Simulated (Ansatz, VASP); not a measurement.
**Two plane-wave programs on Sc**

```
Sc
1.0
     3.29122    0.00000    0.00000
    -1.64561    2.85028    0.00000
     0.00000    0.00000    5.33257
Sc
2
Direct
  0.33333 0.66667 0.25000
  0.66667 0.33333 0.75000
```

Alike in both runs: task single point; functional RPBE; k mesh 6 × 6 × 4; occupations gaussian, width 0.1 eV; no spin polarisation.

|  | VASP | Ansatz |
| --- | --- | --- |
| version | VASP 6.6.1 | Ansatz 0.2.0 |
| potentials or method | VASP PAW PBE potentials, release 64 (Sc_sv) | scalar-relativistic, plane waves, PAW |
| plane-wave cutoff (eV) | 520 | 420 |
| valence electrons in the cell | 22 | 22 |

```csv
,VASP,Ansatz,Ansatz less VASP
gap on the k mesh at the Fermi level (eV),none,none,-
pressure (GPa),1.3,1.3,-0.03
largest component of the traceless stress (GPa),1.95,1.95,-0.006
```

A gap of «none» marks a metal or a gap that the smearing closes. The functional is the same, so the differences come from potentials, cutoffs and numerics.

Caveats: the k mesh is coarse (spacing up to 0.37 Å⁻¹), so the values aren't converged; the PAW data sets were made with another functional, which shifts forces and pressure a little (VASP).
